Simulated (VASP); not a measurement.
# SiC (Fm-3m) in VASP: a series of runs

The runs below take SiC through relaxation of the atoms, relaxation of cell and atoms, with r2SCAN, PBE.

Program: VASP 6.6.1. These are calculated values, not measurements. Logs are shortened: lines on timing, memory, paths and dates and some standing lists are left out, and cuts for length are marked.

### 1 The crystal as given

The structure is cubic, space group Fm-3m (No. 225). The conventional cell has a = 4.239 Å, b = 4.239 Å, c = 4.239 Å, α = 90.00°, β = 90.00°, γ = 90.00°. Si (site symmetry m-3m) has 6 C at 2.12 Å as nearest neighbours. C (site symmetry m-3m) is surrounded by 6 Si at 2.12 Å.

The cell was built by a generator and needn't be a form met in nature.

### 2 Relaxation of the atoms, r2SCAN (a relaxed cell with its volume scaled by 1.06)

Input file INCAR:

```
PREC     = Accurate       # precision mode
ENCUT    = 600            # plane-wave cutoff, eV
EDIFF    = 1E-7           # SCF threshold, eV
ISMEAR   = 0              # smearing method
SIGMA    = 0.03           # smearing width, eV
LREAL    = False          # projectors in reciprocal space
LASPH    = True           # aspherical terms in the spheres
NELM     = 80             # most SCF steps
ALGO     = Normal         # electronic algorithm
ISIF     = 2              # what is computed and relaxed
LWAVE    = False          # write WAVECAR
LCHARG   = False          # write CHGCAR
METAGGA  = R2SCAN         # meta-GGA
LMIXTAU  = True         
IBRION   = 2              # ionic algorithm
NSW      = 40             # ionic steps
EDIFFG   = -0.01          # ionic threshold
```

Input file KPOINTS:

```
Automatic mesh
0
Gamma
  12 12 12
```

Input file POSCAR:

```
SiC                                     
1.0
   -0.0000000000      2.0524241416      2.0524241416
    2.0524241416     -0.0000000000      2.0524241416
    2.0524241416      2.0524241416     -0.0000000000
  Si              C             
     1     1
Direct
     0.0000000000000000    0.0000000000000000    0.0000000000000000
     0.5000000000000000    0.5000000000000000    0.5000000000000000
```

Potentials or basis: VASP PAW PBE potentials, release 64 (Si, C).

The run is started by

```
$ cat potpaw_PBE.64/Si/POTCAR potpaw_PBE.64/C/POTCAR > POTCAR
$ mpirun -np 1 vasp_std > vasp.out
```

OUTCAR:

```text
PREC = Accurate
   ENCUT = 600
   EDIFF = 1E-7
   ISMEAR = 0
   LREAL = False
   LASPH = True
   NELM = 80
   ISIF = 2
   METAGGA = R2SCAN
   IBRION = 2
   NSW = 40
   EDIFFG = -0.01

 ion  position               nearest neighbor table
   1  0.000  0.000  0.000-   2 2.05   2 2.05   2 2.05   2 2.05   2 2.05   2 2.05
   2  0.500  0.500  0.500-   1 2.05   1 2.05   1 2.05   1 2.05   1 2.05   1 2.05

  LATTYP: Found a face centered cubic cell.
 ALAT       =     4.1048482832

  Lattice vectors:

 A1 = (   0.0000000000,   2.0524241416,   2.0524241416)
 A2 = (   2.0524241416,   0.0000000000,   2.0524241416)
 A3 = (   2.0524241416,   2.0524241416,   0.0000000000)

Analysis of symmetry for initial positions (statically):
=====================================================================
 Subroutine PRICEL returns:
 Original cell was already a primitive cell.

 Routine SETGRP: Setting up the symmetry group for a
 face centered cubic supercell.

 Subroutine GETGRP returns: Found 48 space group operations
 (whereof 48 operations were pure point group operations)
 out of a pool of 48 trial point group operations.

The static configuration has the point symmetry O_h .

Analysis of symmetry for dynamics (positions and initial velocities):
=====================================================================
 Subroutine PRICEL returns:
 Original cell was already a primitive cell.

 Routine SETGRP: Setting up the symmetry group for a
 face centered cubic supercell.

 Subroutine GETGRP returns: Found 48 space group operations
 (whereof 48 operations were pure point group operations)
 out of a pool of 48 trial point group operations.

The dynamic configuration has the point symmetry O_h .

 Subroutine INISYM returns: Found 48 space group operations
 (whereof 48 operations are pure point group operations),
 and found     1 'primitive' translations

----------------------------------------------------------------------------------------

                                     Primitive cell

  volume of cell :      17.2914

  direct lattice vectors                    reciprocal lattice vectors
     0.000000000  2.052424142  2.052424142    -0.243614363  0.243614363  0.243614363
     2.052424142  0.000000000  2.052424142     0.243614363 -0.243614363  0.243614363
     2.052424142  2.052424142  0.000000000     0.243614363  0.243614363 -0.243614363

  length of vectors
     2.902566057  2.902566057  2.902566057     0.421952454  0.421952454  0.421952454
[... 81 lines left out ...]
   EDIFF  = 0.1E-06   stopping-criterion for ELM
   LREAL  =      F    real-space projection
   EDIFFG = -.1E-01   stopping-criterion for IOM
   NSW    =     40    number of steps for IOM
   IBRION =      2    ionic relax: 0-MD 1-quasi-New 2-CG
   NFREE  =      1    steps in history (QN), initial steepest desc. (CG)
   ISIF   =      2    stress and relaxation
   ISYM   =      2    0-nonsym 1-usesym 2-fastsym
   POTIM  = 0.5000    time-step for ionic-motion
   TEBEG  =    0.0;   TEEND  =   0.0 temperature during run
   PSTRESS=    0.0 pullay stress
   NELECT =       8.0000    total number of electrons
   NUPDOWN=      -1.0000    fix difference up-down
   EMIN   =  10.00;   EMAX   =-10.00  energy-range for DOS
   EFERMI =   0.00;   METHOD = LEGACY
   ISMEAR =     0;   SIGMA  =   0.03  broadening in eV -4-tet -1-fermi 0-gaus
   EFERMI_NEDOS =   21; number of points for ismear=-14 and -15
   IALGO  =     38    algorithm
   IMIX   =      4    mixing-type and parameters
     AMIX     =   0.40;   BMIX     =  1.00
     AMIX_MAG =   1.60;   BMIX_MAG =  1.00
  volume/ion in A,a.u.               =       8.65        58.34
  Fermi-wavevector in a.u.,A,eV,Ry     =   1.266177  2.392727 21.812913  1.603204
  Thomas-Fermi vector in A             =   2.399391
   LORBIT       =      0    0 simple, 1 ext, 2 COOP (PROOUT), +10 PAW based schemes
   METAGGA = R2SCAN    functional components
   LHFCALC =     F    Hartree Fock is set to
   AEXX    =    0.0000 exact exchange contribution
   IVDW    =     0    specifies the selected vdW correction
   LEPSILON=     F    determine dielectric tensor
   LRPA    =     F    only Hartree local field effects (RPA)
 conjugate gradient relaxation of ions
 non-spin polarized calculation
 Gauss-broadening in eV      SIGMA  =   0.03
  energy-cutoff  :      600.00
  volume of cell :       17.29
 maximum number of plane-waves:       589
   NGX = 11   NGY = 11   NGZ = 11

 number of electron       8.0000001 magnetization

 Free energy of the ion-electron system (eV)
  ---------------------------------------------------
  ext. energy  EPLUGINS =         0.00000000
  ---------------------------------------------------
  free energy    TOTEN  =       -17.62236076 eV

  energy without entropy =      -17.62216358  energy(sigma->0) =      -17.62226217

 E-fermi :  11.7537     XC(G=0): -13.2366

 val. band max:       11.6708477809   @ k =   0.0833   0.0000   0.0000
 cond. band min:      11.7694956221   @ k =  -0.1667   0.0833   0.0000
 fundamental gap:      0.0986478411
 Fermi energy:        11.7537061753

 k-point     1 :       0.0000    0.0000    0.0000
  band No.  band energies     occupation
      1      -7.1724      2.00000
      2      11.7737      0.34711
      3      11.7737      0.34711
      4      11.7737      0.34707
      5      19.1306      0.00000
      6      21.1678      0.00000
      7      21.1678      0.00000
      8      21.1678      0.00000
[... 243 lines left out ...]
 k-point    24 :      -0.4167    0.1667    0.0000
  band No.  band energies     occupation
      1      -1.6986      2.00000
      2       0.9154      2.00000
      3       7.7384      2.00000
      4       9.9138      2.00000
      5      15.4904      0.00000
      6      18.8305      0.00000
      7      20.3116      0.00000
      8      24.8798      0.00000

 [... further k-points ...]
[... 5 lines left out ...]
  --------------------------------------------------------------------------------------
  -------------------------------------------------------------------------------------
  Total       -1.4068704     -1.4068704     -1.4068704      0.0000000     -0.0000000      0.0000000
  in kB     -130.3566921   -130.3566921   -130.3566921      0.0000000     -0.0000000      0.0000000
  external PRESSURE =    -130.3566921 kB  Pullay stress =       0.0000000 kB

 VOLUME and BASIS-vectors are now :
 -----------------------------------------------------------------------------
  energy-cutoff  :      600.00
  volume of cell :       17.29
      direct lattice vectors                 reciprocal lattice vectors
     0.000000000  2.052424142  2.052424142    -0.243614363  0.243614363  0.243614363
     2.052424142  0.000000000  2.052424142     0.243614363 -0.243614363  0.243614363
     2.052424142  2.052424142  0.000000000     0.243614363  0.243614363 -0.243614363

 POSITION                                       TOTAL-FORCE (eV/Angst)
 -----------------------------------------------------------------------------------
      0.00000      0.00000      0.00000         0.000000      0.000000      0.000000
      2.05242      2.05242      2.05242        -0.000000     -0.000000     -0.000000
 -----------------------------------------------------------------------------------
    total drift:                               -0.000000     -0.000000      0.000000

  FREE ENERGIE OF THE ION-ELECTRON SYSTEM (eV)
  ---------------------------------------------------
  free  energy   TOTEN  =       -17.6223607552 eV

  energy  without entropy=      -17.6221635808  energy(sigma->0) =      -17.62226217

 reached required accuracy - stopping structural energy minimisation
```

CONTCAR:

```text
SiC
   1.00000000000000
     0.0000000000000000    2.0524241416000000    2.0524241416000000
     2.0524241416000000    0.0000000000000000    2.0524241416000000
     2.0524241416000000    2.0524241416000000    0.0000000000000000
  Si              C
     1     1
Direct
     0.0000000000000000    0.0000000000000000    0.0000000000000000
     0.5000000000000000    0.5000000000000000    0.5000000000000000

  0.00000000E+00  0.00000000E+00  0.00000000E+00
  0.00000000E+00  0.00000000E+00  0.00000000E+00
```

Run time: 20 s. Hardware: 1 thread of Intel Xeon 6975P-C (Granite Rapids), shared host; peak memory 0.14 GiB.

Results:

* Free energy: -17.6224 eV
* Pressure after relaxing: -13.0 GPa
* Band gap on the k mesh: none (metal or under the smearing width)

Final structure:
```xyz
2
Lattice="0.0000 2.0524 2.0524 2.0524 0.0000 2.0524 2.0524 2.0524 0.0000" Properties=species:S:1:pos:R:3 pbc="T T T"
Si    0.0000    0.0000    0.0000
C     2.0524    2.0524    2.0524
```

Caveat: the relaxation stopped at its first step, so nothing moved; the PAW data sets were made with another functional, which shifts forces and pressure a little.

### 3 Relaxation of cell and atoms, PBE

Input file INCAR:

```
ALGO = Normal
EDIFF = 1E-6
EDIFFG = -0.01
ENCUT = 300
GGA = PE
IBRION = 2
ISIF = 3
ISMEAR = 0
LASPH = True
LCHARG = False
LREAL = False
LWAVE = False
NELM = 80
NSW = 90
PREC = Accurate
SIGMA = 0.03
```

Input file KPOINTS:

```
k-points
0
Gamma
  6 6 6
```

Input file POSCAR:

```
SiC
1.0
    0.0000000000      2.1192710500      2.1192710500
    2.1192710500      0.0000000000      2.1192710500
    2.1192710500      2.1192710500      0.0000000000
Si C
1 1
Direct
    0.0000000000      0.0000000000      0.0000000000
    0.5000000000      0.5000000000      0.5000000000
```

Potentials or basis: VASP PAW PBE potentials, release 64 (Si, C_s).

The run is started by

```
$ cat potpaw_PBE.64/Si/POTCAR potpaw_PBE.64/C_s/POTCAR > POTCAR
$ mpirun -np 1 vasp_std > vasp.out
```

Wall time 4.1 s (1 thread of Intel Xeon 6975P-C (Granite Rapids), shared host); peak memory 0.11 GiB.

These settings aren't checked as converged: the numbers below hold their error.

What came out:

```
Free energy                            : -13.5393 eV
Relaxed volume                         : 8.30 Å³/atom
Relaxed cell                           : a = 2.864 Å, b = 2.864 Å, c = 2.864 Å, α = 60.00°, β = 60.00°, γ = 60.00°
Space group after relaxing (to 0.05 Å) : Fm-3m (No. 225)
Energy gained by relaxing              : 107.7 meV/atom
Ionic steps                            : 6
Band gap on the k mesh                 : none (metal or under the smearing width)
```

Caveat: the k mesh is coarse (spacing up to 0.43 Å⁻¹), so the values aren't converged; the cutoff is under 1.25 times the usual one of these potentials, so pressure, stress and relaxed cells hold a basis-set (Pulay) error.

### 4 Relaxation of cell and atoms, PBE

This run uses another cell than the first one, of 8.30 Å³/atom, 0.872 times its volume.

INCAR: that of step 3 with these lines changed.

```diff
@@ -1,4 +1,4 @@
 ALGO = Normal
-EDIFF = 1E-6
-EDIFFG = -0.01
+EDIFF = 1E-7
+EDIFFG = -0.005
 ENCUT = 300
```

KPOINTS is that of step 3.

Input file POSCAR:

```
SiC                                     
1.0
   -0.0000000000      2.0250103252      2.0250103252
    2.0250103252     -0.0000000000      2.0250103252
    2.0250103252      2.0250103252      0.0000000000
  Si              C             
     1     1
Direct
     1.0000000000000000    1.0000000000000000    0.0000000000000000
     0.5000000000000000    0.5000000000000000    0.5000000000000000
```

The run is started by

```
$ cat potpaw_PBE.64/Si/POTCAR potpaw_PBE.64/C_s/POTCAR > POTCAR
$ mpirun -np 1 vasp_std > vasp.out
```

Wall time 1.8 s (1 thread of Intel Xeon 6975P-C (Granite Rapids), shared host); peak memory 0.1 GiB.

The run converged, but some of its settings lie outside the range that counts as converged, so its numbers aren't taken as properties of the crystal.

Results:

| Item | Value |
| --- | --- |
| Free energy | -13.5215 eV |
| Relaxed volume | 8.28 Å³/atom |
| Relaxed cell | a = 2.861 Å, b = 2.861 Å, c = 2.861 Å, α = 60.00°, β = 60.00°, γ = 60.00° |
| Space group after relaxing (to 0.05 Å) | Fm-3m (No. 225) |
| Energy gained by relaxing | 0.1 meV/atom |
| Ionic steps | 3 |
| Band gap on the k mesh | none (metal or under the smearing width) |

Caveat: the k mesh is coarse (spacing up to 0.45 Å⁻¹), so the values aren't converged; the cutoff is under 1.25 times the usual one of these potentials, so pressure, stress and relaxed cells hold a basis-set (Pulay) error.
